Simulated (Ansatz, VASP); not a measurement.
**One calculation of CdSe, two programs**

INCAR

```
SYSTEM = CdSe
PREC     = Accurate       ! precision mode
ENCUT    = 520            ! plane-wave cutoff, eV
EDIFF    = 1E-6           ! SCF threshold, eV
ISMEAR   = 0              ! smearing method
SIGMA    = 0.15           ! smearing width, eV
LREAL    = .False.        ! projectors in reciprocal space
LASPH    = .True.         ! aspherical terms in the spheres
NELM     = 100            ! most SCF steps
ALGO     = Normal         ! electronic algorithm
ISIF     = 2              ! what is computed and relaxed
LWAVE    = .False.        ! write WAVECAR
LCHARG   = .False.        ! write CHGCAR
GGA      = CA             ! functional
NBANDS   = 16             ! bands
```

KPOINTS

```
Automatic mesh
0
Gamma
  14 14 14
  0 0 0
```

POSCAR

```
CdSe
1.0
    0.0000000000      2.7877392600      2.7877392600
    2.7877392600      0.0000000000      2.7877392600
    2.7877392600      2.7877392600      0.0000000000
Cd Se
1 1
Direct
    0.0000000000      0.0000000000      0.0000000000
    0.5000000000      0.5000000000      0.5000000000
```

Input for Ansatz:

```yaml
crystal:
  lattice:
    - [0.0, 2.78773926, 2.78773926]
    - [2.78773926, 0.0, 2.78773926]
    - [2.78773926, 2.78773926, 0.0]
  atoms:
    - { symbol: Cd, position: [0.0, 0.0, 0.0] }
    - { symbol: Se, position: [0.5, 0.5, 0.5] }
basis:
  ecutwfc: 420
kpoints:
  mp_grid: { grid: [14, 14, 14] }
hamiltonian:
  xc: lda
scf:
  occupations: { method: gaussian, width: 0.15 }
output:
  forces: true
  stress: true
  eigenvalues: true
```

Change from the starting cell: strain -0.030 along x and y, -0.030 along z, atoms carried along.

Alike in both runs: task single point; functional LDA; k mesh 14 × 14 × 14; occupations gaussian, width 0.15 eV; no spin polarisation.

|  | VASP | Ansatz |
| --- | --- | --- |
| version | VASP 6.6.1 | Ansatz 0.2.0 |
| potentials or method | VASP PAW LDA potentials, release 64 (Cd, Se) | scalar-relativistic, plane waves, PAW |
| plane-wave cutoff (eV) | 520 | 420 |
| valence electrons in the cell | 18 | 36 |

|  | VASP | Ansatz | Ansatz less VASP |
| --- | --- | --- | --- |
| gap on the k mesh at the Fermi level (eV) | none | none | - |
| pressure (GPa) | 0.2 | -0.5 | -0.65 |

A gap of «none» marks a metal or a gap that the smearing closes. The two sets of potentials don't hold the same shells in valence.
